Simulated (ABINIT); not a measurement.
## Quasiparticle gap of AlN (P6_3mc) in ABINIT

How does a plane-wave GW calculation on AlN (P6_3mc) run from the first input to the gap?

Program: ABINIT 10.8.3. Level of theory: PBE and many-body steps on it, plane waves. Results are calculated unless marked as measured.

The database entry behind the starting cell differs from later determinations by our own check (inner coordinate u about 0.002 short), so it need not match the best structure at ambient conditions.

### Step 1. The starting structure

The structure is hexagonal, space group P6_3mc (No. 186). The conventional cell has a = 3.113 Å, b = 3.113 Å, c = 4.981 Å, α = 90.00°, β = 90.00°, γ = 120.00°. Al has 4 N at 1.89 Å nearest. Nearest to N lie 4 Al at 1.89 Å. Farther neighbours and most contacts between anions are not listed.

The cell and positions come from the Crystallography Open Database and are kept as given unless a step says otherwise.

### Step 2. Ground state

This step: ABINIT 10.8.3; DFT, PBE, plane waves, norm-conserving pseudopotentials.

The ground-state density comes first.

File run.abi:

```
acell 3*1.0 Angstrom
rprim 
  3.113000000011 -0.000000000003 0.000000000000
  -1.556500000003 2.695937081992 0.000000000000
  0.000000000000 0.000000000000 4.981000000000
ntypat 2
znucl 13 7
natom 4
typat 1 1 2 2
xred 
  0.333333333333 0.666666666667 0.000000000000
  0.666666666667 0.333333333333 0.500000000000
  0.333333333333 0.666666666667 0.380000000000
  0.666666666667 0.333333333333 0.880000000000
pp_dirpath "pseudos"
pseudos "Al.upf, N.upf"
ecut 36
ngkpt 6 6 4
nshiftk 1
shiftk 0 0 0
kptopt 1
chksymbreak 0
nband 14
occopt 1
tolvrs 1e-10
nstep 60
prtwf 0
optforces 0
optstress 0
indata_prefix "in"
outdata_prefix "out"
tmpdata_prefix "tmp"
```

Run with:

```
$ OMP_NUM_THREADS=1 mpirun -n 8 abinit run.abi > log
```

Numbers of over 12 decimals in the logs are rounded to 6 here.

What it wrote:

```text
.Version 10.8.3 of ABINIT. v10.8.2 released Aug 2026.

 Symmetries : space group P6_3 m c (#186); Bravais hP (primitive hexag.)
================================================================================
 Values of the parameters that define the memory need of the present run
     intxc =       0    ionmov =       0      iscf =       7    lmnmax =       6
     lnmax =       6     mgfft =      54  mpssoang =       3    mqgrid =    3001
     natom =       4  nloc_mem =       1    nspden =       1   nspinor =       1
    nsppol =       1      nsym =      12    n1xccc =    2501    ntypat =       2
    occopt =       1   xclevel =       2
-    mband =          14        mffmem =           1         mkmem =           3
       mpw =        2934          nfft =       55296          nkpt =          21
================================================================================
  Rough estimation (10% accuracy) of disk space for files :
================================================================================

--------------------------------------------------------------------------------
------------- Echo of variables that govern the present computation ------------
--------------------------------------------------------------------------------
 -outvars: echo values of preprocessed input variables --------
            acell      1.8897261259E+00  1.8897261259E+00  1.8897261259E+00 Bohr

      chksymbreak           0
             ecut      3.60000000E+01 Hartree
-          fftalg         312

              ixc     -101130
              kpt      0.00000000E+00  0.00000000E+00  0.00000000E+00
                       1.66666667E-01  0.00000000E+00  0.00000000E+00
                       3.33333333E-01  0.00000000E+00  0.00000000E+00
                       5.00000000E-01  0.00000000E+00  0.00000000E+00
                       1.66666667E-01  1.66666667E-01  0.00000000E+00
                       3.33333333E-01  1.66666667E-01  0.00000000E+00
                       3.33333333E-01  3.33333333E-01  0.00000000E+00
                       0.00000000E+00  0.00000000E+00  2.50000000E-01
                       1.66666667E-01  0.00000000E+00  2.50000000E-01
   [... 10 further rows ...]
                       3.33333333E-01  1.66666667E-01  5.00000000E-01
                       3.33333333E-01  3.33333333E-01  5.00000000E-01
         kptrlatt        6    0    0      0    6    0      0    0    4
          kptrlen      3.52963046E+01
P           mkmem           3
            natom           4
            nband          14
            ngfft          32      32      54
             nkpt          21
            nstep          60
             nsym          12
           ntypat           2
              occ      2.000000  2.000000  2.000000  2.000000  2.000000  2.000000
                       2.000000  2.000000  0.000000  0.000000  0.000000  0.000000
                       0.000000  0.000000
        optforces           0
        optstress           0
            prtwf           0
            rprim      3.1130000000E+00 -3.0000000000E-12  0.0000000000E+00
[...]
spgroup         186

           tolvrs      1.00000000E-10

             xred      3.3333333333E-01  6.6666666667E-01  1.1102230246E-16
[...]
znucl       13.00000    7.00000

================================================================================

 chkinp: Checking input parameters for consistency.

================================================================================
== DATASET  1 ==================================================================
-   mpi_nproc: 8, omp_nthreads: 1 (-1 if OMP is not activated)

--- !DatasetInfo
iteration_state: {dtset: 1, }
dimensions: {natom: 4, nkpt: 21, mband: 14, nsppol: 1, nspinor: 1, nspden: 1, mpw: 2934, }
cutoff_energies: {ecut:  36.0, pawecutdg:  -1.0, }
electrons: {nelect:   1.60000000E+01, charge:   0.00000000E+00, occopt:   1.00000000E+00, tsmear:   1.00000000E-02, }

 Real(R)+Recip(G) space primitive vectors, cartesian coordinates (Bohr,Bohr^-1):
 R(1)=  5.8827174  0.0000000  0.0000000  G(1)=  0.1699895  0.0981435  0.0000000
 R(2)= -2.9413587  5.0945827  0.0000000  G(2)=  0.0000000  0.1962869  0.0000000
 R(3)=  0.0000000  0.0000000  9.4127258  G(3)=  0.0000000  0.0000000  0.1062392
 Unit cell volume ucvol=  2.8209931E+02 bohr^3
 Angles (23,13,12)=  9.00000000E+01  9.00000000E+01  1.20000000E+02 degrees

 getcut: wavevector=  0.0000  0.0000  0.0000  ngfft=  32  32  54
         ecut(hartree)=     36.000   => boxcut(ratio)=   2.01398

--- Pseudopotential description ------------------------------------------------
- Al Generated using ONCVPSP code by D. R. Hamann
- 13.00000   3.00000  171031                  znucl, zion, pspdat
12 -101130 2 -1 1876                          pspcod,pspxc,lmax,lloc,mmax
     nproj     2     2     2
  pspatm : epsatm=    4.08140545
         --- l  ekb(1:nproj) -->
[...]
pspatm: atomic psp has been read  and splines computed

- N Generated using ONCVPSP code by D. R. Hamann
-  7.00000   5.00000  171031                  znucl, zion, pspdat
12 -101130 1 -1 1058                          pspcod,pspxc,lmax,lloc,mmax
     nproj     2     2     0
  pspatm : epsatm=    5.20977870
         --- l  ekb(1:nproj) -->
[...]
pspatm: atomic psp has been read  and splines computed

   2.97317893E+02                                ecore*ucvol(ha*bohr**3)
--------------------------------------------------------------------------------

_setup2: Arith. and geom. avg. npw (full set) are    2910.285    2910.260

================================================================================

--- !BeginCycle
iteration_state: {dtset: 1, }
solver: {iscf: 7, nstep: 60, nline: 4, wfoptalg: 0, }
tolerances: {tolvrs: 1.00E-10, }

     iter   Etot(hartree)      deltaE(h)  residm     vres2
 ETOT  1  -25.271539827214    -2.527E+01 6.107E-02 8.448E+02
 ETOT  2  -25.352258701810    -8.072E-02 1.435E-02 6.550E+02
 ETOT  3  -25.587401781115    -2.351E-01 2.152E-02 9.364E-01
 ETOT  4  -25.588085893888    -6.841E-04 8.287E-03 1.660E-02
 ETOT  5  -25.588088186692    -2.293E-06 3.580E-03 1.904E-03
 ETOT  6  -25.588088419180    -2.325E-07 1.893E-03 2.744E-05
 ETOT  7  -25.588088426564    -7.385E-09 1.489E-03 4.553E-06
 ETOT  8  -25.588088428187    -1.623E-09 1.240E-03 2.558E-08
 ETOT  9  -25.588088428195    -7.343E-12 2.108E-03 7.436E-10
 ETOT 10  -25.588088428195    -3.801E-13 1.204E-03 6.679E-11

 At SCF step   10       vres2   =  6.68E-11 < tolvrs=  1.00E-10 =>converged.

--- !ResultsGS
iteration_state: {dtset: 1, }
comment   : Summary of ground state results
lattice_vectors:
- [  5.8827174,  -0.0000000,   0.0000000, ]
- [ -2.9413587,   5.0945827,   0.0000000, ]
- [  0.0000000,   0.0000000,   9.4127258, ]
lattice_lengths: [   5.88272,    5.88272,    9.41273, ]
lattice_angles: [ 90.000,  90.000, 120.000, ] # degrees, (23, 13, 12)
lattice_volume:   2.8209931E+02
convergence: {deltae: -3.801E-13, res2:  6.679E-11, residm:  1.204E-03, diffor:  0.000E+00, }
etotal    :  -2.55880884E+01
entropy   :   0.00000000E+00
fermie    :   1.95302428E-01
cartesian_stress_tensor: null
pressure_GPa: null
xred      :
- [  3.3333E-01,   6.6667E-01,   1.1102E-16, Al]
- [  6.6667E-01,   3.3333E-01,   5.0000E-01, Al]
- [  3.3333E-01,   6.6667E-01,   3.8000E-01,  N]
- [  6.6667E-01,   3.3333E-01,   8.8000E-01,  N]
cartesian_forces: null
force_length_stats: {min: null, max: null, mean: null, }

 Integrated electronic density in atomic spheres:
 ------------------------------------------------
 Atom  Sphere_radius  Integrated_density
[...]
4        2.00000          5.37790308
================================================================================

 ----iterations are completed or convergence reached----

 Mean square residual over all n,k,spin=   65.436E-07; max=  12.038E-04
 reduced coordinates (array xred) for    4 atoms
       0.333333333333      0.666666666667      0.000000000000
       0.666666666667      0.333333333333      0.500000000000
       0.333333333333      0.666666666667      0.380000000000
       0.666666666667      0.333333333333      0.880000000000
 rms dE/dt=  0.0000E+00; max dE/dt=  0.0000E+00; dE/dt below (all hartree)
    1       0.000000000000      0.000000000000      0.000000000000
    2       0.000000000000      0.000000000000      0.000000000000
    3       0.000000000000      0.000000000000      0.000000000000
    4       0.000000000000      0.000000000000      0.000000000000

 cartesian coordinates (angstrom) at end:
    1      1.67e-12     1.797291     0.000000
    2      1.556500     0.898646     2.490500
    3      1.67e-12     1.797291     1.892780
    4      1.556500     0.898646     4.383280
 length scales=  1.889726125908  1.889726125908  1.889726125908 bohr
              =  1.000000000000  1.000000000000  1.000000000000 angstroms
 prteigrs : about to open file out_EIG
 Fermi (or HOMO) energy (hartree) =   0.19530   Average Vxc (hartree)=  -0.39340
 Eigenvalues (hartree) for nkpt=  21  k points:
 kpt#   1, nband= 14, wtk=  0.00694, kpt=  0.0000  0.0000  0.0000 (reduced coord)
  -0.36127   -0.28223   -0.02425    0.16476    0.16476    0.18869    0.18869    0.19530
   0.35040    0.44063    0.58456    0.60656    0.60656    0.67969
 prteigrs : prtvol=0 or 1, do not print more k-points.

--- !EnergyTerms
iteration_state     : {dtset: 1, }
comment             : Components of total free energy in Hartree
kinetic             :  1.63754067525995E+01
hartree             :  5.68913969397581E+00
xc                  : -8.49822455014150E+00
Ewald energy        : -2.17432241271520E+01
psp_core            :  1.05394762412788E+00
local_psp           : -1.71233917846282E+01
non_local_psp       : -1.34174203697657E+00
total_energy        : -2.55880884281950E+01
total_energy_eV     : -6.96287357515931E+02
band_energy         :  5.39239397944705E-02

== END DATASET(S) ==============================================================
================================================================================

 -outvars: echo values of variables after computation  --------
           etotal     -2.5588088428E+01
            nband          14
             nkpt          21
          spgroup         186
 [... the other variables as echoed above ...]

 Calculation completed.
```

It took 3.5 s on 8 MPI ranks of AMD EPYC 9R45, shared host; peak memory 0.61 GiB; 27 s of CPU time.

This step gave:

```yaml
total_energy: -696.2874 eV
gap: 4.220 eV
k_of_the_valence_top: 0, 0, 0
k_of_the_conduction_bottom: 0, 0, 0
least_direct_gap: 4.220 eV
```

The gap is direct, at Γ.

(Part 1 of 3 ends here.)

[Paths, hosts, dates, memory and timing lines, banners, echoed tables and standing remarks are left out of the program output.]

[Logs are printed without paths, hosts, clocks, repeated set-up lines and the standing remarks that a program may print on its own settings, such as how far it seeks lower states.]

[Runs of the session that timed out or met a known fault of the program may be left out.]

[Hosts, paths, dates, database ids (printed as entryN), source tags and the programs' standing remarks are cut or masked in the printed files.]

[G0W0 gaps are taken among the corrected bands and points alone; a level outside them can change the order at an edge.]

[Where Ansatz stands beside ABINIT at settings called matched, ABINIT's density can come from a denser mesh and the files from another edition; pairs whose starting gaps differed by over 0.03 eV were left out, so agreement reads better than it is.]
